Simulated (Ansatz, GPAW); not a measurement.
## The basis that the transmission of a Bi chain with two Si atoms in line needs

Wanted: the zero-bias transmission of a Bi chain with two Si atoms in line on a ladder of levels, with run times.

Method: Ansatz plane waves; Landauer transmission by layers, zero bias, in the first sound run; inputs show where later runs differ, in GPAW 26.7.0 and Ansatz 0.2.0.

This is a report of a sequence of runs, with most program output left out.

**1. Starting point**

The cell holds 10 atoms: 8 Bi and 2 Si. Its edges and angles: a = 9.000 Å, b = 9.000 Å, c = 27.578 Å, α = 90.0°, β = 90.0°, γ = 90.0°. Regions: left lead, 4 atoms (4 Bi); channel, 2 atoms (2 Si); right lead, 4 atoms (4 Bi). Vacuum lies along a and b. The structure is stacked along c, and the current runs across the ab planes.

**2. Plane waves, PBE**

Plane waves give the reference curve, free of the bias of atom-centred orbitals.

The input, input.yaml:

```yaml
crystal:
  lattice:
    - [9.0, 0.0, 0.0]
    - [0.0, 9.0, 0.0]
    - [0.0, 0.0, 27.5784]
  atoms:
    - { symbol: Bi, position: [0.5, 0.5, 0.0525773794] }
    - { symbol: Bi, position: [0.5, 0.5, 0.1577321382] }
    - { symbol: Bi, position: [0.5, 0.5, 0.262886897] }
    - { symbol: Bi, position: [0.5, 0.5, 0.3680416558] }
    - { symbol: Si, position: [0.5, 0.5, 0.4601137122] }
    - { symbol: Si, position: [0.5, 0.5, 0.5398862878] }
    - { symbol: Bi, position: [0.5, 0.5, 0.6319583442] }
    - { symbol: Bi, position: [0.5, 0.5, 0.737113103] }
    - { symbol: Bi, position: [0.5, 0.5, 0.8422678618] }
    - { symbol: Bi, position: [0.5, 0.5, 0.9474226206] }
kpoints:
  mp_grid: { grid: [1, 1, 3] }
hamiltonian:
  xc: pbe
scf:
  occupations: { method: fermi_dirac, width: 0.1 }
output:
  transmission:
    leads: [[0, 1]]
    e_range: [-3, 3]
    de: 0.075
    kmesh: [1, 1]
    reduced_basis: true
  write_potential: true
  write_density: true
  volumetric_format: npy
  elf: true
```

On the command line:

```sh
> ansatz run input.yaml --threads 2 --pin off --max-ram 4096MiB --backend cpu --events-out ev --progress --plain --runs-dir out
```

Wall time 20 min (2 threads of Intel Xeon 6975P-C (Granite Rapids), shared host); peak memory 2.8 GiB; 35 min of CPU time.

This step gave:

```yaml
free_energy: -100431.1461 eV
smearing_term_ts: 0.3509 eV
symmetry_operations: 16
lead_level: 0 eV from the Fermi level
transmission_at_the_fermi_level_one_spin: 2.729
open_channels_of_the_lead_at_the_fermi_level_one_spin: 3
step_of_the_potential_along_the_lead: 21.2 meV
offset_of_the_lead: 0 Å
```

One spin. The transmission, zone mean by energy, zero at the Fermi level:

```csv
energy (eV),"transmission, zone mean"
-3.00,0.819
-2.77,0.770
-2.55,0.735
-2.40,0.719
-2.17,0.702
-1.95,0.693
-1.73,0.689
-1.57,0.689
-1.35,2.41
-1.12,2.54
-0.90,2.58
-0.75,2.62
-0.53,2.67
-0.30,2.70
-0.07,2.72
0.00,2.73
0.07,2.74
0.30,2.77
0.53,2.80
0.60,2.80
0.75,2.78
0.90,2.73
1.12,2.55
1.35,2.24
1.57,1.72
1.73,1.19
1.95,0.915
2.17,0.930
2.40,0.943
2.55,0.951
2.77,0.960
3.00,0.966
```

One spin. Open channels, zone mean against energy, zero at the Fermi level:

```
energy (eV)  open channels, zone mean
      -3.00                         1
      -2.77                         1
      -2.55                         1
      -2.40                         1
      -2.17                         1
      -1.95                         1
      -1.73                         1
      -1.57                         1
      -1.35                         3
      -1.12                         3
      -0.90                         3
      -0.75                         3
      -0.53                         3
      -0.30                         3
      -0.07                         3
       0.00                         3
       0.07                         3
       0.30                         3
       0.53                         3
       0.75                         3
       0.90                         3
       1.12                         3
       1.35                         3
       1.57                         3
       1.73                         3
       1.95                         1
       2.17                         1
       2.40                         1
       2.55                         1
       2.77                         1
       3.00                         1
```

Crystal 0, spin -, k parallel (0, 0); distinct values, listed up to 1.5 1/Å. The Im kz of the slowest decaying states by energy, zero at the Fermi level:

```csv
energy (eV),decay 1 (Å⁻¹),decay 2 (Å⁻¹),decay 3 (Å⁻¹),decay 4 (Å⁻¹)
-3.000,0.579,1.30,1.42,1.44
-2.475,0.476,1.24,1.37,1.40
-2.025,0.360,1.19,1.33,1.36
-1.500,0.109,1.13,1.27,1.32
-0.975,1.07,1.22,1.27,1.32
-0.525,1.01,1.17,1.23,1.27
0.000,0.937,1.10,1.18,1.21
0.525,0.858,1.04,1.13,1.15
0.975,0.783,0.978,1.08,1.09
1.500,0.687,0.903,1.02,1.03
2.025,0.126,0.575,0.821,0.954
2.475,0.197,0.457,0.744,0.887
3.000,0.237,0.259,0.643,0.801
```

Crystal 0, spin -, k parallel (0, 0). The Re kz of states that move upwards by energy, zero at the Fermi level:

```
energy (eV)  channel 1 (Å⁻¹)  channel 2 = channel 3 (Å⁻¹)
    -3.0000           -0.933                            -
    -2.7750           -0.905                            -
    -2.4750           -0.872                            -
    -2.2500           -0.849                            -
    -2.0250           -0.827                            -
    -1.7250           -0.799                            -
    -1.5000           -0.779                            -
    -1.2750           -0.760                        0.200
    -0.9750           -0.735                        0.333
    -0.7500           -0.717                        0.407
    -0.5250           -0.699                        0.471
    -0.2250           -0.676                        0.547
     0.0000           -0.659                        0.599
     0.2250           -0.642                        0.649
     0.5250           -0.620                        0.713
     0.7500           -0.603                        0.760
     0.9750           -0.587                        0.808
     1.2750           -0.566                        0.875
     1.5000           -0.550                        0.934
     1.7250           -0.534                         1.02
     2.0250           -0.513                            -
     2.2500           -0.498                            -
     2.4750           -0.482                            -
     2.7750           -0.462                            -
     3.0000           -0.446                            -
```

The electrostatic potential energy of an electron (with the applied field's), less the Fermi level, planar mean oscillates, so the rows of the table below give means over windows of 2.87 Å about each position, cut where the curve ends. Its maxima inside the range that stand out by 2 % of the span (Å: eV): 2.9: 4.26, 5.7: 4.28, 8.8: 4.30, 11.6: 4.43, 13.8: 4.50, 15.9: 4.43, 18.8: 4.30, 21.8: 4.28, 24.7: 4.26. Its minima: 1.4: 1.57, 4.3: 1.58, 7.2: 1.61, 10.2: 1.70, 12.6: 3.09, 14.9: 3.09, 17.4: 1.70, 20.4: 1.61, 23.3: 1.58, 26.1: 1.57.

Table of electrostatic potential energy of an electron (with the applied field's), less the Fermi level, planar mean by z; means over each step:

| z (Å) | electrostatic potential energy of an electron (with the applied field's), less the Fermi level, planar mean (eV) |
| --- | --- |
| 1.44 | 3.10 |
| 4.30 | 3.11 |
| 7.17 | 3.12 |
| 10.04 | 3.21 |
| 12.91 | 3.92 |
| 15.78 | 3.59 |
| 18.65 | 3.19 |
| 21.52 | 3.14 |
| 24.39 | 3.12 |
| 27.26 | 2.75 |

The valence density, planar mean oscillates, so the rows of the table below give means over windows of 2.87 Å about each position, cut where the curve ends. Its maxima inside the range that stand out by 2 % of the span (Å: e/Å³): 1.4: 0.144, 4.3: 0.144, 7.2: 0.143, 10.2: 0.144, 14.2: 0.0233, 17.4: 0.144, 20.4: 0.143, 23.3: 0.144, 26.1: 0.144. Its minima: 2.9: 0.0157, 5.7: 0.0161, 8.8: 0.0153, 11.5: 0.0190, 16.1: 0.0190, 18.8: 0.0153, 21.8: 0.0161, 24.7: 0.0157.

The valence density, planar mean by z; means over each step:

```csv
z (Å),"valence density, planar mean (e/Å³)"
1.44,0.0643
4.30,0.0644
7.17,0.0643
10.04,0.0645
12.91,0.0222
15.78,0.0350
18.65,0.0631
21.52,0.0632
24.39,0.0632
27.26,0.0812
```

Electrostatic potential energy in the ca plane at fractional y = 0.500, with atoms of Bi and Si within 0.2 Å of it. With pseudopotentials it is smooth inside the atoms' cores, unlike the true potential.

Ten even steps from '0' (-77 eV) to '9' (2 eV), each cell a mean:
```
99999999999999999999999999999999999999999999
99999999999999999999999999999999999999999999
99999999999999999999999999999999999999999999
99999999999999999999999999999999999999999999
99999999999999999999999999999999999999999999
99999999999999999999999999999999999999999999
99999999999999999999999999999999999999999999
99999999999999999999999999999999999999999999
98889999988899999888999999999999999999889999
86557899875578998655789987789987789987557899
72003798620037887200378853368853368872003788
50001688500016885000168731147731147850001688
61002788610027886100278742258742258861002788
75225899752258997423589875578875578975235899
98778999987789999877899998899998899998778999
99999999999999999999999999999999999999999999
99999999999999999999999999999999999999999999
99999999999999999999999999999999999999999999
99999999999999999999999999999999999999999999
99999999999999999999999999999999999999999999
99999999999999999999999999999999999999999999
99999999999999999999999999999999999999999999
99999999999999999999999999999999999999999999
99999999999999999999999999999999999999999999
```
Columns run along c (16.0 Å, from fractional 0.12 to 0.70 of the cell; values clipped at the 3rd and 97th percentile), rows up along a (9.0 Å). Atoms in or near the plane, at fractional coordinates: Bi at (0.16, 0.50), Bi at (0.26, 0.50), Bi at (0.37, 0.50), Si at (0.46, 0.50), Si at (0.54, 0.50), Bi at (0.63, 0.50).

Valence density in the ca plane at fractional y = 0.500, with atoms of Bi and Si within 0.2 Å of it. It is the smooth field of the valence electrons, not physical close to the nuclei.

Ten steps, logarithmic in the rise over the least value, from '0' (0.0 e/Å³) to '9' (7.1 e/Å³), each cell a mean:
```
00000000000000000000000000000000000000000000
00000000000000000000000000000000000000000000
00000000000000000000000000000000000000000000
00000000000000000000000000000000000000000000
00000000000000000000000000000000000000000000
00000000000000000000000000000000000000000000
00000000000000000000000000000000000000000000
11111111111111111111111111111111111111111111
23333211233332112333222222222222222223333211
35665322356653223566533333333333333335665322
58997433579875335898743433344443343457987533
68998534689985346999854432244432244468998534
68998534689985336899854432244442244468998533
46876433468764334687643333333333333346876433
34443222344432223444322233322223322234443222
12222111122221111222211111111111111112222111
01111000011110000111000000000000000001111000
00000000000000000000000000000000000000000000
00000000000000000000000000000000000000000000
00000000000000000000000000000000000000000000
00000000000000000000000000000000000000000000
00000000000000000000000000000000000000000000
00000000000000000000000000000000000000000000
00000000000000000000000000000000000000000000
```
Columns run along c (16.0 Å, from fractional 0.12 to 0.70 of the cell), rows up along a (9.0 Å). Atoms in or near the plane, at fractional coordinates: Bi at (0.16, 0.50), Bi at (0.26, 0.50), Bi at (0.37, 0.50), Si at (0.46, 0.50), Si at (0.54, 0.50), Bi at (0.63, 0.50).

ELF in the ca plane at fractional y = 0.500, with atoms of Bi and Si within 0.2 Å of it. It is the smooth field of the valence electrons, not physical close to the nuclei.

Values, 13 rows by 16 columns, each cell a mean:
```
0.00 0.00 0.00 0.00 0.00 0.00 0.00 0.00 0.00 0.00 0.00 0.00 0.00 0.00 0.00 0.00
0.03 0.03 0.02 0.03 0.03 0.02 0.03 0.03 0.02 0.01 0.01 0.01 0.02 0.03 0.03 0.02
0.15 0.16 0.11 0.16 0.15 0.09 0.17 0.15 0.09 0.10 0.07 0.10 0.09 0.15 0.17 0.09
0.38 0.40 0.27 0.40 0.39 0.24 0.43 0.36 0.30 0.39 0.27 0.39 0.30 0.36 0.43 0.24
0.48 0.48 0.40 0.48 0.48 0.37 0.50 0.46 0.58 0.72 0.59 0.72 0.58 0.46 0.50 0.37
0.37 0.36 0.39 0.36 0.37 0.37 0.35 0.37 0.68 0.63 0.79 0.63 0.68 0.37 0.35 0.37
0.27 0.24 0.37 0.25 0.27 0.36 0.22 0.28 0.65 0.49 0.81 0.49 0.65 0.28 0.22 0.36
0.42 0.41 0.40 0.41 0.42 0.38 0.42 0.41 0.68 0.72 0.75 0.72 0.68 0.41 0.42 0.38
0.48 0.49 0.38 0.49 0.49 0.34 0.52 0.46 0.51 0.65 0.50 0.65 0.51 0.46 0.52 0.34
0.31 0.33 0.22 0.33 0.32 0.19 0.36 0.30 0.23 0.28 0.19 0.28 0.23 0.30 0.36 0.19
0.10 0.11 0.07 0.11 0.10 0.06 0.12 0.10 0.06 0.06 0.05 0.06 0.06 0.10 0.12 0.06
0.01 0.01 0.01 0.01 0.01 0.01 0.02 0.01 0.01 0.01 0.01 0.01 0.01 0.01 0.02 0.01
0.00 0.00 0.00 0.00 0.00 0.00 0.00 0.00 0.00 0.00 0.00 0.00 0.00 0.00 0.00 0.00
```
Columns run along c (16.0 Å, from fractional 0.12 to 0.70 of the cell), rows up along a (9.0 Å). Atoms in or near the plane, at fractional coordinates: Bi at (0.16, 0.50), Bi at (0.26, 0.50), Bi at (0.37, 0.50), Si at (0.46, 0.50), Si at (0.54, 0.50), Bi at (0.63, 0.50).

T at the Fermi level is 2.73 of 3 open channels a spin, without spin-orbit coupling, which is large for these atoms.

**3. Double-zeta polarised basis**

The script solves lead and junction separately, takes H and S in the orbital basis, and joins semi-infinite leads through their self-energies; the dzp basis is the working standard.

This step: GPAW LCAO, PAW setups; Landauer transmission from Green's functions with principal layers (ASE), zero bias (GPAW 26.7.0).

The input, run.py:

```python
import json
import numpy as np
from ase import Atoms
from ase.transport.calculators import TransportCalculator
from gpaw import GPAW, FermiDirac
from gpaw.lcao.tools import get_lcao_hamiltonian
from scipy.linalg import eigh

# The junction with lead layers at both ends, along the third cell vector
device = Atoms(
    ['Bi', 'Bi', 'Bi', 'Bi', 'Si', 'Si', 'Bi', 'Bi', 'Bi', 'Bi'],
    positions=[
        [4.50000, 4.50000, 1.45000],
        [4.50000, 4.50000, 4.35000],
        [4.50000, 4.50000, 7.25000],
        [4.50000, 4.50000, 10.15000],
        [4.50000, 4.50000, 12.68920],
        [4.50000, 4.50000, 14.88920],
        [4.50000, 4.50000, 17.42840],
        [4.50000, 4.50000, 20.32840],
        [4.50000, 4.50000, 23.22840],
        [4.50000, 4.50000, 26.12840]],
    cell=[[9.0, 0.0, 0.0], [0.0, 9.0, 0.0], [0.0, 0.0, 27.5784]],
    pbc=True)

# One principal layer of the lead: the first 2 atoms of the device
lead = Atoms(
    ['Bi', 'Bi'],
    positions=[
        [4.50000, 4.50000, 1.45000],
        [4.50000, 4.50000, 4.35000]],
    cell=[[9.0, 0.0, 0.0], [0.0, 9.0, 0.0], [0.0, 0.0, 5.8]],
    pbc=True)

settings = dict(mode='lcao', basis='dzp', xc='PBE', h=0.2,
                occupations=FermiDirac(0.1), maxiter=250,
                mixer=dict(beta=0.1, nmaxold=8, weight=100.0),
                convergence=dict(density=0.0001))
energies = np.arange(-3, 3 + 1e-9, 0.075)
eta = 0.0001
n1, n2 = 1, 1
# k and -k transmit alike, so half of the mesh across the current serves
mesh = [(i, j) for i in range(n1) for j in range(n2) if (i, j) <= (-i % n1, -j % n2)]
weights = np.array([1 if (i, j) == (-i % n1, -j % n2) else 2 for i, j in mesh]) / (n1 * n2)

# [... helper functions left out ...]
fermi_lead = ground_state(lead, (1, 1, 19), 'lead.txt')
fermi_device = ground_state(device, (1, 1, 3), 'device.txt')
# [... loop over the mesh left out, but for ...]
        # Shift the lead onto the potential of the device's first layer
        shift = ((H[:, 0, 0] - H0[:, 0, 0]) / S0[0, 0]).real.mean()
# [...]
kT = 8.617333e-5 * 500
bias = [0.1, 0.2, 0.5, 1.0, 1.5, 2.0]
# [... integrals and printing left out ...]
```

On the command line:

```sh
> OMP_NUM_THREADS=1 OPENBLAS_NUM_THREADS=2 python run.py
```

Elapsed: 32 s, on 2 threads; peak memory 0.89 GiB.

Numbers from this step:

```
conductance                                    : 2.724 G₀
largest coupling past the next principal layer : 5.83e-6 eV
largest misfit of the first principal layer    : 0.04713 eV
shift that aligns the lead                     : 0.02271 eV
basis functions of the junction                : 210
basis functions of a principal layer           : 46
transmission at the Fermi level (one spin)     : 2.723
```

One spin. Transmission, zone mean against energy, zero at the Fermi level:

```
energy (eV)  transmission, zone mean
      -3.00                    0.800
      -2.77                    0.753
      -2.55                    0.722
      -2.40                    0.708
      -2.17                    0.694
      -1.95                    0.688
      -1.73                    0.686
      -1.57                    0.687
      -1.35                     2.29
      -1.12                     2.57
      -0.90                     2.60
      -0.75                     2.63
      -0.53                     2.67
      -0.30                     2.70
      -0.07                     2.72
       0.00                     2.72
       0.07                     2.73
       0.30                     2.76
       0.53                     2.79
       0.60                     2.80
       0.75                     2.79
       0.90                     2.74
       1.12                     2.60
       1.35                     2.31
       1.57                     1.77
       1.73                     1.23
       1.95                    0.916
       2.17                    0.932
       2.40                    0.946
       2.55                    0.954
       2.77                    0.964
       3.00                    0.973
```

Not self-consistent under bias; the bias window is split evenly. Current through one cell, from the zero-bias transmission against bias:

| bias (V) | current through one cell, from the zero-bias transmission (μA) |
| --- | --- |
| 0.100 | 21.1 |
| 0.200 | 42.2 |
| 0.500 | 106 |
| 1.000 | 211 |
| 1.500 | 317 |
| 2.000 | 420 |

Transmission of the three most open eigenchannels against energy, zero at the Fermi level:

```
energy (eV)  channel 1  channel 2  channel 3
      -3.00      0.800          0          0
      -2.85      0.767          0          0
      -2.70      0.741          0          0
      -2.55      0.722          0          0
      -2.33      0.703          0          0
      -2.17      0.694          0          0
      -2.02      0.689          0          0
      -1.88      0.686          0          0
      -1.73      0.686          0          0
      -1.57      0.687    1.2e-12    1.2e-12
      -1.35      0.798      0.798      0.691
      -1.20      0.925      0.925      0.696
      -1.05      0.943      0.943      0.701
      -0.90      0.948      0.948      0.707
      -0.75      0.957      0.957      0.713
      -0.60      0.968      0.968      0.721
      -0.38      0.978      0.978      0.733
      -0.23      0.981      0.981      0.742
      -0.07      0.982      0.982      0.751
       0.00      0.984      0.984      0.756
       0.07      0.985      0.985      0.761
       0.23      0.990      0.990      0.772
       0.38      0.996      0.996      0.784
       0.60      0.997      0.997      0.802
       0.75      0.985      0.985      0.814
       0.90      0.958      0.958      0.827
       1.05      0.911      0.911      0.841
       1.20      0.854      0.837      0.837
       1.35      0.867      0.723      0.723
       1.57      0.887      0.443      0.443
       1.73      0.899      0.168      0.168
       1.88      0.910     1.5e-9     1.5e-9
       2.02      0.921    3.0e-11    3.0e-11
       2.17      0.932    3.4e-12    3.4e-12
       2.33      0.941          0          0
       2.55      0.954          0          0
       2.70      0.961          0          0
       2.85      0.967          0          0
       3.00      0.973    3.5e-11    3.5e-11
```

At the Fermi level T is 2.72 against 2.73 in plane waves. Couplings past the next layer reach 5.8e-6 eV, small enough to drop; the matrix elements of the cell's first layer differ from the bulk lead's by up to 0.047 eV. That layer keeps its own values in the calculation, and only beyond it is the lead taken as perfect. The Fermi levels of lead and junction count from different zeros of potential, one for each periodic cell; with both set to zero, the small remaining shift is what aligns them. Without spin-orbit coupling, which is large for these atoms, channel counts and T are those of the scalar-relativistic bands. By hand: G = 2.724 × 77.48 μS = 211 μS, a resistance of 4.74 kΩ; at 0.1 V a linear junction would pass 21.1 μA, and the integral over the bias window gives 21.1 μA.

(Part 1 of 2 ends here.)

[Logs are printed without paths, hosts, clocks, repeated set-up lines and the standing remarks that a program may print on its own settings, such as how far it seeks lower states.]

[Hosts, paths, dates, database ids (printed as entryN), source tags and the programs' standing remarks are cut or masked in the printed files.]
